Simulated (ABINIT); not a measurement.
# C (P6_3/mmc) in ABINIT: settings compared

Aim: see how the results for C move with the level of theory and the settings. Levels: PBE, LDA. Tasks: single point.

The COD entry that gives the cell may itself be a prediction, so a difference from it is no test against experiment.

Everything below comes from runs of ABINIT 10.8.3 (patched build). Logs are shortened: lines on timing, memory, paths and dates and some standing lists are left out, and cuts for length are marked. The log counts tension as positive stress, the text compression.

## Step 1: Starting point

The structure is hexagonal, space group P6_3/mmc (No. 194). Conventional cell: a = 2.522 Å, b = 2.522 Å, c = 8.237 Å, α = 90.00°, β = 90.00°, γ = 120.00°. C (site symmetry 3m) has 4 C at 1.54 Å as nearest neighbours. C (site symmetry 3m) is surrounded by 4 C at 1.54 Å.

This is a hexagonal form of diamond, not graphite.

## Step 2: Single point, PBE

run.abi

```
# Pseudopotentials
pp_dirpath "./"
pseudos "C.GGA_PBE-JTH.xml"

# Structure
acell 3*1.0
rprim
     4.7660782589     0.0000000000     0.0000000000
    -2.3830391295     4.1275448487     0.0000000000
     0.0000000000     0.0000000000    15.5658630612
ntypat 1
znucl 6
natom 8
typat 1 1 1 1 1 1 1 1
xred
     0.6666666667     0.3333333333     0.8437500000
     0.3333333333     0.6666666667     0.3437500000
     0.6666666667     0.3333333333     0.6562500000
     0.3333333333     0.6666666667     0.1562500000
     0.0000000000     0.0000000000     0.9062500000
     0.0000000000     0.0000000000     0.4062500000
     0.0000000000     0.0000000000     0.5937500000
     0.0000000000     0.0000000000     0.0937500000

# Plane-wave basis
ecut 20.0
pawecutdg 40.0

# k points
kptopt 1
ngkpt 7 7 2
nshiftk 1
shiftk 0.0 0.0 0.0

# Exchange and correlation
ixc 11

# Bands and occupations
nband 21
occopt 3
tsmear 0.05 eV

# SCF cycle
nstep 100
tolvrs 1.0e-9

# Output
iomode 3
prtwf 0
prtden 0
prteig 0
prtebands 0
```

Potentials or basis: JTH PAW PBE v2.0.

Run with:

```console
> abinit run.abi > log 2>&1
```

run.abo:

```text
.Version 10.8.3 of ABINIT
 Symmetries : space group P6_3/m m c (#194); Bravais hP (primitive hexag.)
================================================================================
 Values of the parameters that define the memory need of the present run
     intxc =       0    ionmov =       0      iscf =      17    lmnmax =       8
     lnmax =       4     mgfft =      64  mpssoang =       2    mqgrid =    4432
     natom =       8  nloc_mem =       2    nspden =       1   nspinor =       1
    nsppol =       1      nsym =      24    n1xccc =       1    ntypat =       1
    occopt =       3   xclevel =       2
       mpw =        1320          nfft =       25600          nkpt =          16
 PAW method is used; the additional fine FFT grid is defined by:
   mgfftf=        90    nfftf =     81000
================================================================================
================================================================================

--------------------------------------------------------------------------------
------------- Echo of variables that govern the present computation ------------
--------------------------------------------------------------------------------
 -outvars: echo values of preprocessed input variables --------
            acell      1.0000000000E+00  1.0000000000E+00  1.0000000000E+00 Bohr
              amu      1.20110000E+01
             ecut      2.00000000E+01 Hartree
              ixc          11
         kptrlatt        7    0    0      0    7    0      0    0    2
          kptrlen      3.11317261E+01
            natom           8
            nband          21
            ngfft          20      20      64
          ngfftdg          30      30      90
             nkpt          16
            nstep         100
             nsym          24
           ntypat           1
           occopt           3
        pawecutdg      4.00000000E+01 Hartree
         pawxcdev           0
           prtden           0
        prtebands           0
           prteig           0
            prtwf           0
            rprim      4.7660782589E+00  0.0000000000E+00  0.0000000000E+00
                      -2.3830391295E+00  4.1275448487E+00  0.0000000000E+00
                       0.0000000000E+00  0.0000000000E+00  1.5565863061E+01
          spgroup         194
           tolvrs      1.00000000E-09
           tsmear      1.83746611E-03 Hartree
            typat      1  1  1  1  1  1  1  1
           useylm           1
           xangst      1.2610499991E+00  7.2806755648E-01  6.9500531203E+00
                      -1.7639215986E-11  1.4561351130E+00  2.8315031231E+00
                       1.2610499991E+00  7.2806755648E-01  5.4055968713E+00
                      -1.7639215986E-11  1.4561351130E+00  1.2870468741E+00
                      -9.3336449616E-17 -8.0831736468E-17  7.4648718700E+00
                      -9.3336449616E-17 -8.0831736468E-17  3.3463218727E+00
                      -9.3336449616E-17 -8.0831736468E-17  4.8907781217E+00
                      -9.3336449616E-17 -8.0831736468E-17  7.7222812448E-01
            xcart      2.3830391294E+00  1.3758482829E+00  1.3133696958E+01
                      -3.3333287289E-11  2.7516965658E+00  5.3507654273E+00
                       2.3830391294E+00  1.3758482829E+00  1.0215097634E+01
                      -3.3333287289E-11  2.7516965658E+00  2.4321661033E+00
                      -1.7638032734E-16 -1.5274984421E-16  1.4106563399E+01
                      -1.7638032734E-16 -1.5274984421E-16  6.3236318686E+00
                      -1.7638032734E-16 -1.5274984421E-16  9.2422311926E+00
                      -1.7638032734E-16 -1.5274984421E-16  1.4592996620E+00
             xred      6.6666666667E-01  3.3333333333E-01  8.4375000000E-01
                       3.3333333333E-01  6.6666666667E-01  3.4375000000E-01
                       6.6666666667E-01  3.3333333333E-01  6.5625000000E-01
                       3.3333333333E-01  6.6666666667E-01  1.5625000000E-01
                      -5.5511151231E-17 -3.7007434154E-17  9.0625000000E-01
                      -5.5511151231E-17 -3.7007434154E-17  4.0625000000E-01
                      -5.5511151231E-17 -3.7007434154E-17  5.9375000000E-01
                      -5.5511151231E-17 -3.7007434154E-17  9.3750000000E-02
            znucl        6.00000

================================================================================

 chkinp: Checking input parameters for consistency.

================================================================================
== DATASET  1 ==================================================================

--- !DatasetInfo
iteration_state: {dtset: 1, }
dimensions: {natom: 8, nkpt: 16, mband: 21, nsppol: 1, nspinor: 1, nspden: 1, mpw: 1320, }
cutoff_energies: {ecut:  20.0, pawecutdg:  40.0, }
electrons: {nelect:   3.20000000E+01, charge:   0.00000000E+00, occopt:   3.00000000E+00, tsmear:   1.83746611E-03, }
meta: {optdriver: 0, ionmov: 0, optcell: 0, iscf: 17, paral_kgb: 0, }
...

 Exchange-correlation functional for the present dataset will be:
  GGA: Perdew-Burke-Ernzerhof functional - ixc=11
  J.P.Perdew, K.Burke, M.Ernzerhof, PRL 77, 3865 (1996)

 Real(R)+Recip(G) space primitive vectors, cartesian coordinates (Bohr,Bohr^-1):
 R(1)=  4.7660783  0.0000000  0.0000000  G(1)=  0.2098161  0.1211374  0.0000000
 R(2)= -2.3830391  4.1275448  0.0000000  G(2)=  0.0000000  0.2422748  0.0000000
[... 105 lines left out ...]

 ----iterations are completed or convergence reached----

 Mean square residual over all n,k,spin=   14.125E-07; max=  23.457E-05
 reduced coordinates (array xred) for    8 atoms
       0.666666666667      0.333333333333      0.843750000000
       0.333333333333      0.666666666667      0.343750000000
       0.666666666667      0.333333333333      0.656250000000
       0.333333333333      0.666666666667      0.156250000000
      -0.000000000000     -0.000000000000      0.906250000000
      -0.000000000000     -0.000000000000      0.406250000000
      -0.000000000000     -0.000000000000      0.593750000000
      -0.000000000000     -0.000000000000      0.093750000000
 rms dE/dt=  5.6547E-02; max dE/dt=  9.8537E-02; dE/dt below (all hartree)
    1       0.000000000000      0.000000000000     -0.097342403408
    2       0.000000000000      0.000000000000     -0.097342403408
    3      -0.000000000000      0.000000000000      0.097342403408
    4       0.000000000000      0.000000000000      0.097342403408
    5       0.000000000000     -0.000000000000     -0.098537081851
    6      -0.000000000000     -0.000000000000     -0.098537081851
    7      -0.000000000000      0.000000000000      0.098537081851
    8       0.000000000000      0.000000000000      0.098537081851

 cartesian coordinates (angstrom) at end:
    1      1.26104999913073     0.72806755647677     6.95005312030513
    2     -0.00000000001764     1.45613511295355     2.83150312308727
    3      1.26104999913073     0.72806755647677     5.40559687134843
    4     -0.00000000001764     1.45613511295355     1.28704687413058
    5     -0.00000000000000    -0.00000000000000     7.46487186995736
    6     -0.00000000000000    -0.00000000000000     3.34632187273951
    7     -0.00000000000000    -0.00000000000000     4.89077812169620
    8     -0.00000000000000    -0.00000000000000     0.77222812447835

 cartesian forces (hartree/bohr) at end:
    1     -0.00000000000000    -0.00000000000000     0.00625358215124
    2     -0.00000000000000     0.00000000000000     0.00625358215124
    3      0.00000000000000     0.00000000000000    -0.00625358215124
    4     -0.00000000000000    -0.00000000000000    -0.00625358215124
    5     -0.00000000000000     0.00000000000000     0.00633033205187
    6      0.00000000000000     0.00000000000000     0.00633033205187
    7      0.00000000000000     0.00000000000000    -0.00633033205187
    8     -0.00000000000000     0.00000000000000    -0.00633033205187
 frms,max,avg= 3.6327307E-03 6.3303321E-03   0.000E+00  0.000E+00  0.000E+00 h/b

 cartesian forces (eV/Angstrom) at end:
    1     -0.00000000000000    -0.00000000000000     0.32157212356792
    2     -0.00000000000000     0.00000000000000     0.32157212356792
    3      0.00000000000000     0.00000000000000    -0.32157212356792
    4     -0.00000000000000    -0.00000000000000    -0.32157212356792
    5     -0.00000000000000     0.00000000000000     0.32551876213966
    6      0.00000000000000     0.00000000000000     0.32551876213966
    7      0.00000000000000     0.00000000000000    -0.32551876213966
    8     -0.00000000000000     0.00000000000000    -0.32551876213966
 frms,max,avg= 1.8680252E-01 3.2551876E-01   0.000E+00  0.000E+00  0.000E+00 e/A
 length scales=  1.000000000000  1.000000000000  1.000000000000 bohr
              =  0.529177210544  0.529177210544  0.529177210544 angstroms
 Fermi (or HOMO) energy (hartree) =   0.43134   Average Vxc (hartree)=  -0.49016
 Eigenvalues (hartree) for nkpt=  16  k points:
 kpt#   1, nband= 21, wtk=  0.01020, kpt=  0.0000  0.0000  0.0000 (reduced coord)
  -0.41351   -0.35124   -0.34939   -0.20014   -0.11569    0.13358    0.13643    0.26970
   0.26970    0.30903    0.30903    0.31732    0.31732    0.37304    0.38122    0.38122
   0.57175    0.57175    0.59107    0.63849    0.64141
      occupation numbers for kpt#   1
   2.00000    2.00000    2.00000    2.00000    2.00000    2.00000    2.00000    2.00000
   2.00000    2.00000    2.00000    2.00000    2.00000    2.00000    2.00000    2.00000
   0.00000    0.00000    0.00000    0.00000    0.00000
 prteigrs : prtvol=0 or 1, do not print more k-points.

--- !EnergyTerms
iteration_state     : {dtset: 1, }
comment             : Components of total free energy in Hartree
kinetic             :  2.76942239139195E+01
hartree             :  3.91590435645465E+00
xc                  : -1.73759513626277E+01
Ewald energy        : -5.11113385816672E+01
psp_core            :  3.65695408053678E+00
local_psp           : -1.88110376190353E+01
PAW spherical_terms :  6.09540250592289E+00
internal            : -4.59358427064963E+01
'-kT*entropy'       : -2.99740285396481E-16
total_energy        : -4.59358427064963E+01
total_energy_eV     : -1.24997795842110E+03
...

--- !EnergyTermsDC
iteration_state     : {dtset: 1, }
comment             : '"Double-counting" decomposition of free energy'
band_energy         :  1.48502729140840E+00
Ewald energy        : -5.11113385816672E+01
psp_core            :  3.65695408053678E+00
xc_dc               : -3.24717706982401E+00
PAW spherical_terms :  3.28070467722749E+00
internal            : -4.59358296023185E+01
'-kT*entropy'       : -2.99740285396481E-16
total_energy_dc     : -4.59358296023185E+01
total_energy_dc_eV  : -1.24997760183826E+03
...

--- !EnergyTermsWithPAWCore
iteration_state     : {dtset: 1, }
comment             : 'Components of total free energy, including PAW core contributions'
Total energy        : -3.04791179948740E+02
Total energy DC     : -3.04791166844562E+02
Total energy (eV)   : -8.29379052195346E+03
Total energy DC (eV): -8.29379016537061E+03
...

 Cartesian components of stress tensor (hartree/bohr^3)
  sigma(1 1)=  7.76975965E-05  sigma(3 2)=  0.00000000E+00
  sigma(2 2)=  7.76975961E-05  sigma(3 1)=  0.00000000E+00
  sigma(3 3)= -3.33374826E-04  sigma(2 1)=  1.45610090E-13

-Cartesian components of stress tensor (GPa)         [Pressure=  1.7454E+00 GPa]
- sigma(1 1)=  2.28594221E+00  sigma(3 2)=  0.00000000E+00
- sigma(2 2)=  2.28594220E+00  sigma(3 1)=  0.00000000E+00
- sigma(3 3)= -9.80822600E+00  sigma(2 1)=  4.28399674E-09

== END DATASET(S) ==============================================================
================================================================================

 -outvars: echo values of variables after computation  --------
            acell      1.0000000000E+00  1.0000000000E+00  1.0000000000E+00 Bohr
           etotal     -4.5935829602E+01
            fcart     -4.6256128345E-28 -1.9631959229E-27  6.2535821512E-03
                      -2.6482516228E-28  3.3637313320E-28  6.2535821512E-03
                       4.1312725316E-28  7.2778914275E-28 -6.2535821512E-03
                      -5.4730533538E-28 -7.7263889385E-28 -6.2535821512E-03
                      -3.8841023801E-29  5.9731713956E-28  6.3303320519E-03
                       4.1312725316E-28  9.8873314911E-28  6.3303320519E-03
                       6.3911139164E-28  7.5429126847E-29 -6.3303320519E-03
                      -1.5183309304E-28  1.0193125247E-29 -6.3303320519E-03
            rprim      4.7660782589E+00  0.0000000000E+00  0.0000000000E+00
                      -2.3830391295E+00  4.1275448487E+00  0.0000000000E+00
                       0.0000000000E+00  0.0000000000E+00  1.5565863061E+01
           strten      7.7697596532E-05  7.7697596137E-05 -3.3337482558E-04
                       0.0000000000E+00  0.0000000000E+00  1.4561008964E-13
           xangst      1.2610499991E+00  7.2806755648E-01  6.9500531203E+00
                      -1.7639215986E-11  1.4561351130E+00  2.8315031231E+00
                       1.2610499991E+00  7.2806755648E-01  5.4055968713E+00
                      -1.7639215986E-11  1.4561351130E+00  1.2870468741E+00
                      -9.3336449616E-17 -8.0831736468E-17  7.4648718700E+00
                      -9.3336449616E-17 -8.0831736468E-17  3.3463218727E+00
                      -9.3336449616E-17 -8.0831736468E-17  4.8907781217E+00
                      -9.3336449616E-17 -8.0831736468E-17  7.7222812448E-01
             xred      6.6666666667E-01  3.3333333333E-01  8.4375000000E-01
                       3.3333333333E-01  6.6666666667E-01  3.4375000000E-01
                       6.6666666667E-01  3.3333333333E-01  6.5625000000E-01
                       3.3333333333E-01  6.6666666667E-01  1.5625000000E-01
                      -5.5511151231E-17 -3.7007434154E-17  9.0625000000E-01
                      -5.5511151231E-17 -3.7007434154E-17  4.0625000000E-01
                      -5.5511151231E-17 -3.7007434154E-17  5.9375000000E-01
                      -5.5511151231E-17 -3.7007434154E-17  9.3750000000E-02
 Calculation completed.
```

It took 18 s on 1 thread of Arm Neoverse V1, shared host; peak memory 0.11 GiB.

What came out:

* Free energy: -1249.9776 eV
* Pressure: 1.7 GPa
* Largest force: 0.326 eV/Å
* Band gap on the k mesh: 4.41 eV, indirect (least direct gap 5.18 eV)

Forces in eV/Å, atoms in the order of the input:
```
C    0.000  0.000  0.322
C    0.000  0.000  0.322
C    0.000  0.000 -0.322
C    0.000  0.000 -0.322
C    0.000  0.000  0.326
C    0.000  0.000  0.326
C    0.000  0.000 -0.326
C    0.000  0.000 -0.326
```

Caveat: an odd mesh through Γ misses points on the zone boundary, where band edges often lie; the atomic spheres overlap.

## Step 3: Single point, PBE

run.abi

```
pp_dirpath "./"
pseudos "C.GGA_PBE-JTH.xml"

acell 3*1.0 Angstrom
rprim
     2.5221000000     0.0000000000     0.0000000000
    -1.2610500000     2.1842026709     0.0000000000
     0.0000000000     0.0000000000     8.2371000000
ntypat 1
znucl 6
natom 8
typat 1 1 1 1 1 1 1 1
xcart
     2.3830391297     1.3758482828    13.1336969578
    -0.0000000002     2.7516965659     5.3507654273
     2.3830391297     1.3758482828    10.2150976339
    -0.0000000002     2.7516965659     2.4321661033
     0.0000000000     0.0000000000    14.1065633992
     0.0000000000     0.0000000000     6.3236318686
     0.0000000000     0.0000000000     9.2422311926
     0.0000000000     0.0000000000     1.4592996620

ecut 20.0
pawecutdg 40.0

kptopt 1
ngkpt 16 16 5
nshiftk 1
shiftk 0.0 0.0 0.0

ixc 11

nband 21
occopt 3
tsmear 0.00183747

nstep 100
tolvrs 1.0e-9

iomode 3
prtwf 0
prteig 0
prtebands 0
prtden 1
prtvha 1
prtvclmb 1
prtpot 1
```

Potentials or basis: JTH PAW PBE v2.0.

Run with:

```console
> abinit run.abi > log 2>&1
```

run.abo:

```text
.Version 10.8.3 of ABINIT
 Symmetries : space group P6_3/m m c (#194); Bravais hP (primitive hexag.)
================================================================================
 Values of the parameters that define the memory need of the present run
     intxc =       0    ionmov =       0      iscf =      17    lmnmax =       8
     lnmax =       4     mgfft =      64  mpssoang =       2    mqgrid =    4432
     natom =       8  nloc_mem =       2    nspden =       1   nspinor =       1
    nsppol =       1      nsym =      24    n1xccc =       1    ntypat =       1
    occopt =       3   xclevel =       2
       mpw =        1329          nfft =       25600          nkpt =          90
 PAW method is used; the additional fine FFT grid is defined by:
   mgfftf=        90    nfftf =     81000
================================================================================
================================================================================

[... 325 lines left out ...]
                      -1.2610500000E+00  2.1842026709E+00  0.0000000000E+00
                       0.0000000000E+00  0.0000000000E+00  8.2371000000E+00
           strten      7.9357699470E-05  7.9357699302E-05 -3.3526769527E-04
                       0.0000000000E+00  0.0000000000E+00  0.0000000000E+00
           xangst      1.2610499996E+00  7.2806755623E-01  6.9500531217E+00
                      -4.1699381136E-10  1.4561351132E+00  2.8315031217E+00
                       1.2610499996E+00  7.2806755623E-01  5.4055968727E+00
                      -4.1699381136E-10  1.4561351132E+00  1.2870468727E+00
                      -4.1699400606E-10 -7.3483868970E-10  7.4648718713E+00
                      -4.1699400606E-10 -7.3483868970E-10  3.3463218713E+00
                      -4.1699400606E-10 -7.3483868970E-10  4.8907781231E+00
                      -4.1699400606E-10 -7.3483868970E-10  7.7222812308E-01
             xred      6.6666666633E-01  3.3333333300E-01  8.4374999960E-01
                       3.3333333300E-01  6.6666666633E-01  3.4374999960E-01
                       6.6666666633E-01  3.3333333300E-01  6.5624999972E-01
                       3.3333333300E-01  6.6666666633E-01  1.5624999972E-01
                      -3.3355272248E-10 -3.3643338115E-10  9.0624999955E-01
                      -3.3355272248E-10 -3.3643338115E-10  4.0624999955E-01
                      -3.3355272248E-10 -3.3643338115E-10  5.9374999977E-01
                      -3.3355272248E-10 -3.3643338115E-10  9.3749999767E-02
 Calculation completed.
```

Wall time 80 s (1 thread of Arm Neoverse V1, shared host); peak memory 0.18 GiB.

What came out:

```
Free energy            : -1249.9839 eV
Pressure               : 1.7 GPa
Largest force          : 0.327 eV/Å
Band gap on the k mesh : 4.42 eV, indirect (least direct gap 5.18 eV)
```

Forces in eV/Å, atoms in the order of the input:
```
C    0.000  0.000  0.318
C    0.000  0.000  0.318
C    0.000  0.000 -0.318
C    0.000  0.000 -0.318
C    0.000  0.000  0.327
C    0.000  0.000  0.327
C    0.000  0.000 -0.327
C    0.000  0.000 -0.327
```

Caveat: an odd mesh through Γ misses points on the zone boundary, where band edges often lie; the atomic spheres overlap.

(Continued in part 2 of 2.)
